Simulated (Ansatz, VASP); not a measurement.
# Two plane-wave programs on Cr

```
Cr
1.0
    -1.49163    1.49163    1.49163
     1.49163   -1.49163    1.49163
     1.49163    1.49163   -1.49163
Cr
1
Direct
  0.00000 0.00000 0.00000
```

Alike in both runs: task single point; functional PBEsol; k mesh 20 × 20 × 20; occupations gaussian, width 0.1 eV; no spin polarisation.

|  | VASP | Ansatz |
| --- | --- | --- |
| version | VASP 6.6.1 | Ansatz 0.2.0 |
| potentials or method | VASP PAW PBE potentials, release 64 (Cr_pv) | scalar-relativistic, plane waves, PAW |
| plane-wave cutoff (eV) | 520 | 420 |
| valence electrons in the cell | 12 | 14 |

|  | VASP | Ansatz | Ansatz less VASP |
| --- | --- | --- | --- |
| gap on the k mesh at the Fermi level (eV) | none | none | - |
| pressure (GPa) | -34.2 | -33.9 | +0.25 |

A gap of «none» marks a metal or a gap that the smearing closes. The two sets of potentials don't hold the same shells in valence.

Caveats: the cell as given lies far from equilibrium; so large a pressure means that the cell lies far from this level's equilibrium, or that cutoff or potentials fall short (VASP); the potentials were made for another functional, which shifts forces and pressure (VASP); the run has no spin polarisation, though such a crystal can be magnetic. Spin polarisation is off, so any magnetic state and its effect on volume and gap are missing.
